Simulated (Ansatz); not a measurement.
**Si (bcc): energy against volume**

Theory: DFT, PBE, plane waves (420 eV) with PAW, scalar-relativistic (Ansatz 0.2.0).

The cell is scaled uniformly from the relaxed one, with fractional coordinates and shape fixed. Energies are extrapolated to zero smearing, pressures are those at the given smearing. Magnetic state: spin not included.

A Birch-Murnaghan fit gives V₀ = 14.64 Å³/atom, B₀ = 94 GPa, B₀′ = 4.2.

**Question.** What are the energy above the minimum and the pressure at 12.859 Å³/atom?

**Answer.** 79.8 meV/atom and 16.10 GPa as computed.

**Question.** What are the energy above the minimum and the pressure at 14.028 Å³/atom?

**Answer.** 8.2 meV/atom and 4.43 GPa as computed.

**Question.** What are the energy above the minimum and the pressure at 15.197 Å³/atom?

**Answer.** 5.8 meV/atom and -3.21 GPa as computed.
